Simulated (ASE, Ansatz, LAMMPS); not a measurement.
## Neighbourhoods of single atoms in bare LiF nanowire along [001] (256 atoms)

The cell holds 256 atoms: 128 Li and 128 F. Its edges and angles: a = 23.095 Å, b = 23.095 Å, c = 8.091 Å, α = 90.0°, β = 90.0°, γ = 90.0°. It derives from LiF (rock-salt). Square section of size parameter 8.03 Å cut from rock-salt LiF (a = 4.027 Å) along [001], 2 periods, 9 Å of vacuum; minimised with a classical potential (one cell length free). Vacuum lies along a and b. The structure repeats along c.

Method: Kohn-Sham DFT, PBE, PAW (set soft_2), plane waves (Ansatz 0.2.0; cutoff 420 eV, Γ point, fixed occupations), at the geometry as built.

The whole cell was solved; only parts of it are printed.

Local excerpt of 47 atoms (numbers count through the whole input) about F256, which has 4 bonded neighbours where the commonest count for F is 6; x, y, z are measured from there.

```csv
atom,x,y,z,distance (Å),bonds,Löwdin charge (e),Fx,Fy,Fz (eV/Å)
F256,0.00,0.00,0.00,0.00,4,-0.76,0.057,0.057,0.000
Li253,0.01,0.01,2.02,2.02,4,0.85,-0.550,-0.550,0.000
Li255,0.01,0.01,-2.02,2.02,4,0.85,-0.550,-0.550,0.000
Li223,-2.07,0.02,0.00,2.07,5,0.81,0.054,-0.428,0.000
Li252,0.02,-2.07,0.00,2.07,5,0.81,-0.428,0.054,0.000
F218,-2.06,0.01,2.02,2.89,5,-0.75,0.048,0.277,0.000
F246,0.01,-2.06,2.02,2.89,5,-0.75,0.277,0.048,0.000
F222,-2.06,0.01,-2.02,2.89,5,-0.75,0.048,0.277,0.000
F250,0.01,-2.06,-2.02,2.89,5,-0.75,0.277,0.048,0.000
F216,-2.08,-2.08,0.00,2.93,6,-0.73,0.092,0.092,0.000
Li203,-2.08,-2.08,2.02,3.57,6,0.77,0.041,0.041,0.000
Li211,-2.08,-2.08,-2.02,3.57,6,0.77,0.041,0.041,0.000
F254,0.00,0.00,-4.05,4.05,4,-0.76,0.057,0.057,0.000
F254,0.00,0.00,4.05,4.05,4,-0.76,0.057,0.057,0.000
F224,-4.09,-0.02,0.00,4.09,5,-0.74,-0.008,0.324,0.000
F251,-0.02,-4.09,0.00,4.09,5,-0.74,0.324,-0.008,0.000
Li219,-2.07,0.02,-4.05,4.54,5,0.81,0.054,-0.428,0.000
Li248,0.02,-2.07,-4.05,4.54,5,0.81,-0.428,0.054,0.000
Li219,-2.07,0.02,4.05,4.54,5,0.81,0.054,-0.428,0.000
Li248,0.02,-2.07,4.05,4.54,5,0.81,-0.428,0.054,0.000
Li217,-4.09,0.00,2.02,4.57,5,0.81,-0.003,-0.399,0.000
Li245,0.00,-4.09,2.02,4.57,5,0.81,-0.399,-0.003,0.000
Li221,-4.09,0.00,-2.02,4.57,5,0.81,-0.003,-0.399,0.000
Li249,0.00,-4.09,-2.02,4.57,5,0.81,-0.399,-0.003,0.000
Li215,-4.10,-2.09,0.00,4.60,6,0.78,0.011,0.054,0.000
Li213,-2.09,-4.10,0.00,4.60,6,0.78,0.054,0.011,0.000
F208,-2.08,-2.08,-4.05,5.00,6,-0.73,0.092,0.092,0.000
F208,-2.08,-2.08,4.05,5.00,6,-0.73,0.092,0.092,0.000
F202,-2.09,-4.10,2.02,5.03,6,-0.73,0.124,0.012,0.000
F204,-4.10,-2.09,2.02,5.03,6,-0.73,0.012,0.124,0.000
F210,-2.09,-4.10,-2.02,5.03,6,-0.73,0.124,0.012,0.000
F212,-4.10,-2.09,-2.02,5.03,6,-0.73,0.012,0.124,0.000
F220,-4.09,-0.02,-4.05,5.76,5,-0.74,-0.008,0.324,0.000
F247,-0.02,-4.09,-4.05,5.76,5,-0.74,0.324,-0.008,0.000
F220,-4.09,-0.02,4.05,5.76,5,-0.74,-0.008,0.324,0.000
F247,-0.02,-4.09,4.05,5.76,5,-0.74,0.324,-0.008,0.000
F214,-4.11,-4.11,0.00,5.81,6,-0.73,0.017,0.017,0.000
Li255,0.01,0.01,6.07,6.07,4,0.85,-0.550,-0.550,0.000
Li253,0.01,0.01,-6.07,6.07,4,0.85,-0.550,-0.550,0.000
Li159,-6.12,-0.01,0.00,6.12,5,0.82,-0.001,-0.397,0.000
Li244,-0.01,-6.12,0.00,6.12,5,0.82,-0.397,-0.001,0.000
Li207,-4.10,-2.09,-4.05,6.13,6,0.78,0.011,0.054,0.000
Li207,-4.10,-2.09,4.05,6.13,6,0.78,0.011,0.054,0.000
Li205,-2.09,-4.10,-4.05,6.13,6,0.78,0.054,0.011,0.000
Li205,-2.09,-4.10,4.05,6.13,6,0.78,0.054,0.011,0.000
Li201,-4.11,-4.11,2.02,6.15,6,0.78,0.014,0.014,0.000
Li209,-4.11,-4.11,-2.02,6.15,6,0.78,0.014,0.014,0.000
```

The column of bonds counts only the pairs F-Li within 2.46 Å; other neighbours, such as metal atoms beside each other in a compound, aren't counted, and periodic images can show an atom twice.

Local excerpt of 47 atoms (numbers count through the whole input) about Li1, which bears the longest force; x, y, z are measured from there.

| atom | x | y | z | distance (Å) | bonds | Löwdin charge (e) | Fx | Fy | Fz (eV/Å) |
| --- | --- | --- | --- | --- | --- | --- | --- | --- | --- |
| Li1 | 0.00 | 0.00 | 0.00 | 0.00 | 4 | 0.85 | 0.550 | 0.550 | 0.000 |
| F4 | 0.01 | 0.01 | -2.02 | 2.02 | 4 | -0.76 | -0.057 | -0.057 | 0.000 |
| F2 | 0.01 | 0.01 | 2.02 | 2.02 | 4 | -0.76 | -0.057 | -0.057 | 0.000 |
| F5 | 0.00 | 2.07 | 0.00 | 2.07 | 5 | -0.75 | -0.277 | -0.048 | 0.000 |
| F34 | 2.07 | 0.00 | 0.00 | 2.07 | 5 | -0.75 | -0.048 | -0.277 | 0.000 |
| Li39 | 2.07 | -0.01 | -2.02 | 2.90 | 5 | 0.81 | -0.054 | 0.428 | 0.000 |
| Li11 | -0.01 | 2.07 | -2.02 | 2.90 | 5 | 0.81 | 0.428 | -0.054 | 0.000 |
| Li35 | 2.07 | -0.01 | 2.02 | 2.90 | 5 | 0.81 | -0.054 | 0.428 | 0.000 |
| Li7 | -0.01 | 2.07 | 2.02 | 2.90 | 5 | 0.81 | 0.428 | -0.054 | 0.000 |
| Li41 | 2.08 | 2.08 | 0.00 | 2.95 | 6 | 0.77 | -0.041 | -0.041 | 0.000 |
| F54 | 2.08 | 2.08 | -2.02 | 3.57 | 6 | -0.73 | -0.092 | -0.092 | 0.000 |
| F46 | 2.08 | 2.08 | 2.02 | 3.57 | 6 | -0.73 | -0.092 | -0.092 | 0.000 |
| Li3 | 0.00 | 0.00 | -4.05 | 4.05 | 4 | 0.85 | 0.550 | 0.550 | 0.000 |
| Li3 | 0.00 | 0.00 | 4.05 | 4.05 | 4 | 0.85 | 0.550 | 0.550 | 0.000 |
| Li6 | 0.01 | 4.10 | 0.00 | 4.10 | 5 | 0.81 | 0.399 | 0.003 | 0.000 |
| Li33 | 4.10 | 0.01 | 0.00 | 4.10 | 5 | 0.81 | 0.003 | 0.399 | 0.000 |
| F9 | 0.00 | 2.07 | -4.05 | 4.54 | 5 | -0.75 | -0.277 | -0.048 | 0.000 |
| F38 | 2.07 | 0.00 | -4.05 | 4.54 | 5 | -0.75 | -0.048 | -0.277 | 0.000 |
| F9 | 0.00 | 2.07 | 4.05 | 4.54 | 5 | -0.75 | -0.277 | -0.048 | 0.000 |
| F38 | 2.07 | 0.00 | 4.05 | 4.54 | 5 | -0.75 | -0.048 | -0.277 | 0.000 |
| F12 | 0.03 | 4.10 | -2.02 | 4.57 | 5 | -0.74 | -0.324 | 0.008 | 0.000 |
| F40 | 4.10 | 0.03 | -2.02 | 4.57 | 5 | -0.74 | 0.008 | -0.324 | 0.000 |
| F8 | 0.03 | 4.10 | 2.02 | 4.57 | 5 | -0.74 | -0.324 | 0.008 | 0.000 |
| F36 | 4.10 | 0.03 | 2.02 | 4.57 | 5 | -0.74 | 0.008 | -0.324 | 0.000 |
| F42 | 4.11 | 2.10 | 0.00 | 4.61 | 6 | -0.73 | -0.012 | -0.124 | 0.000 |
| F44 | 2.10 | 4.11 | 0.00 | 4.61 | 6 | -0.73 | -0.124 | -0.012 | 0.000 |
| Li49 | 2.08 | 2.08 | -4.05 | 5.01 | 6 | 0.77 | -0.041 | -0.041 | 0.000 |
| Li49 | 2.08 | 2.08 | 4.05 | 5.01 | 6 | 0.77 | -0.041 | -0.041 | 0.000 |
| Li53 | 4.11 | 2.10 | -2.02 | 5.04 | 6 | 0.78 | -0.011 | -0.054 | 0.000 |
| Li45 | 4.11 | 2.10 | 2.02 | 5.04 | 6 | 0.78 | -0.011 | -0.054 | 0.000 |
| Li47 | 2.10 | 4.11 | 2.02 | 5.04 | 6 | 0.78 | -0.054 | -0.011 | 0.000 |
| Li55 | 2.10 | 4.11 | -2.02 | 5.04 | 6 | 0.78 | -0.054 | -0.011 | 0.000 |
| Li10 | 0.01 | 4.10 | -4.05 | 5.76 | 5 | 0.81 | 0.399 | 0.003 | 0.000 |
| Li37 | 4.10 | 0.01 | -4.05 | 5.76 | 5 | 0.81 | 0.003 | 0.399 | 0.000 |
| Li10 | 0.01 | 4.10 | 4.05 | 5.76 | 5 | 0.81 | 0.399 | 0.003 | 0.000 |
| Li37 | 4.10 | 0.01 | 4.05 | 5.76 | 5 | 0.81 | 0.003 | 0.399 | 0.000 |
| Li43 | 4.12 | 4.12 | 0.00 | 5.82 | 6 | 0.78 | -0.014 | -0.014 | 0.000 |
| F2 | 0.01 | 0.01 | -6.07 | 6.07 | 4 | -0.76 | -0.057 | -0.057 | 0.000 |
| F4 | 0.01 | 0.01 | 6.07 | 6.07 | 4 | -0.76 | -0.057 | -0.057 | 0.000 |
| F13 | 0.04 | 6.13 | 0.00 | 6.13 | 5 | -0.74 | -0.325 | 0.005 | 0.000 |
| F98 | 6.13 | 0.04 | 0.00 | 6.13 | 5 | -0.74 | 0.005 | -0.325 | 0.000 |
| F50 | 4.11 | 2.10 | -4.05 | 6.13 | 6 | -0.73 | -0.012 | -0.124 | 0.000 |
| F52 | 2.10 | 4.11 | -4.05 | 6.13 | 6 | -0.73 | -0.124 | -0.012 | 0.000 |
| F50 | 4.11 | 2.10 | 4.05 | 6.13 | 6 | -0.73 | -0.012 | -0.124 | 0.000 |
| F52 | 2.10 | 4.11 | 4.05 | 6.13 | 6 | -0.73 | -0.124 | -0.012 | 0.000 |
| F48 | 4.12 | 4.12 | 2.02 | 6.16 | 6 | -0.73 | -0.017 | -0.017 | 0.000 |
| F56 | 4.12 | 4.12 | -2.02 | 6.16 | 6 | -0.73 | -0.017 | -0.017 | 0.000 |

The column of bonds counts only the pairs F-Li within 2.46 Å; other neighbours, such as metal atoms beside each other in a compound, aren't counted, and periodic images can show an atom twice.

Local excerpt of 27 atoms (numbers count through the whole input) about Li143, picked at random; x, y, z are measured from there.

| atom | x | y | z | distance (Å) | bonds | Löwdin charge (e) | Fx | Fy | Fz (eV/Å) |
| --- | --- | --- | --- | --- | --- | --- | --- | --- | --- |
| Li143 | 0.00 | 0.00 | 0.00 | 0.00 | 6 | 0.78 | -0.001 | 0.056 | 0.000 |
| F142 | 0.00 | -2.02 | 0.00 | 2.02 | 6 | -0.73 | -0.003 | 0.017 | 0.000 |
| F144 | 2.02 | 0.00 | 0.00 | 2.02 | 6 | -0.73 | 0.002 | 0.121 | 0.000 |
| F80 | -2.02 | 0.01 | 0.00 | 2.02 | 6 | -0.73 | -0.012 | 0.124 | 0.000 |
| F148 | 0.00 | 0.00 | 2.02 | 2.02 | 6 | -0.73 | -0.002 | 0.121 | 0.000 |
| F140 | 0.00 | 0.00 | -2.02 | 2.02 | 6 | -0.73 | -0.002 | 0.121 | 0.000 |
| F156 | 0.00 | 2.07 | 0.00 | 2.07 | 5 | -0.74 | 0.005 | 0.325 | 0.000 |
| Li77 | -2.01 | -2.01 | 0.00 | 2.85 | 6 | 0.78 | -0.014 | 0.014 | 0.000 |
| Li141 | 2.02 | -2.02 | 0.00 | 2.85 | 6 | 0.78 | 0.004 | 0.016 | 0.000 |
| Li145 | 0.00 | -2.02 | 2.02 | 2.86 | 6 | 0.78 | -0.004 | 0.016 | 0.000 |
| Li137 | 0.00 | -2.02 | -2.02 | 2.86 | 6 | 0.78 | -0.004 | 0.016 | 0.000 |
| Li147 | 2.02 | 0.00 | 2.02 | 2.86 | 6 | 0.78 | 0.001 | 0.056 | 0.000 |
| Li139 | 2.02 | 0.00 | -2.02 | 2.86 | 6 | 0.78 | 0.001 | 0.056 | 0.000 |
| Li83 | -2.02 | 0.01 | 2.02 | 2.86 | 6 | 0.78 | -0.011 | 0.054 | 0.000 |
| Li75 | -2.02 | 0.01 | -2.02 | 2.86 | 6 | 0.78 | -0.011 | 0.054 | 0.000 |
| Li155 | 2.02 | 2.08 | 0.00 | 2.90 | 5 | 0.82 | -0.001 | -0.397 | 0.000 |
| Li157 | 0.00 | 2.08 | 2.02 | 2.90 | 5 | 0.82 | 0.001 | -0.397 | 0.000 |
| Li153 | 0.00 | 2.08 | -2.02 | 2.90 | 5 | 0.82 | 0.001 | -0.397 | 0.000 |
| Li91 | -2.03 | 2.09 | 0.00 | 2.91 | 5 | 0.81 | 0.003 | -0.399 | 0.000 |
| F82 | -2.01 | -2.01 | 2.02 | 3.49 | 6 | -0.73 | -0.017 | 0.017 | 0.000 |
| F74 | -2.01 | -2.01 | -2.02 | 3.49 | 6 | -0.73 | -0.017 | 0.017 | 0.000 |
| F146 | 2.02 | -2.02 | 2.02 | 3.50 | 6 | -0.73 | 0.003 | 0.017 | 0.000 |
| F138 | 2.02 | -2.02 | -2.02 | 3.50 | 6 | -0.73 | 0.003 | 0.017 | 0.000 |
| F158 | 2.02 | 2.07 | 2.02 | 3.53 | 5 | -0.74 | -0.005 | 0.325 | 0.000 |
| F154 | 2.02 | 2.07 | -2.02 | 3.53 | 5 | -0.74 | -0.005 | 0.325 | 0.000 |
| F94 | -2.03 | 2.08 | 2.02 | 3.54 | 5 | -0.74 | 0.008 | 0.324 | 0.000 |
| F90 | -2.03 | 2.08 | -2.02 | 3.54 | 5 | -0.74 | 0.008 | 0.324 | 0.000 |

The column of bonds counts only the pairs F-Li within 2.46 Å; other neighbours, such as metal atoms beside each other in a compound, aren't counted, and periodic images can show an atom twice.

Neighbours are counted within 2.46 Å (F-Li).

Length of the force by element and coordination:

| element | coordination | atoms | mean length of the force (eV/Å) | spread | least | most |
| --- | --- | --- | --- | --- | --- | --- |
| F | all | 128 | 0.164 | 0.121 | 0.0048 | 0.325 |
| F | 4 | 8 | 0.0811 | 0 | 0.0811 | 0.0811 |
| F | 5 | 48 | 0.310 | 0.0201 | 0.282 | 0.325 |
| F | 6 | 72 | 0.076 | 0.0542 | 0.0048 | 0.130 |
| Li | all | 128 | 0.223 | 0.228 | 0.0048 | 0.778 |
| Li | 4 | 8 | 0.778 | 0 | 0.778 | 0.778 |
| Li | 5 | 48 | 0.409 | 0.0157 | 0.397 | 0.431 |
| Li | 6 | 72 | 0.0373 | 0.021 | 0.0048 | 0.0575 |

Löwdin charges by element and coordination (they lack the spilled electrons, 0.030 e an atom on average):

```
element  coordination  atoms  mean charge (e)  spread   least    most
      F           all    128           -0.737  0.0092  -0.758  -0.726
      F             4      8           -0.758       0  -0.758  -0.758
      F             5     48           -0.744  0.0018  -0.747  -0.743
      F             6     72           -0.729  0.0026  -0.734  -0.726
     Li           all    128            0.795  0.0217   0.771   0.846
     Li             4      8            0.846       0   0.846   0.846
     Li             5     48            0.814  0.0021   0.811   0.816
     Li             6     72            0.778  0.0032   0.771   0.782
```

Only the Γ point is sampled, in a cell whose periodic width is 8 Å. The Löwdin charges lack the electrons that the projection spills, 0.030 e an atom on average.

[Logs are printed without paths, hosts, clocks, repeated set-up lines and the standing remarks that a program may print on its own settings, such as how far it seeks lower states.]

[Hosts, paths, dates, database ids (printed as entryN), source tags and the programs' standing remarks are cut or masked in the printed files.]
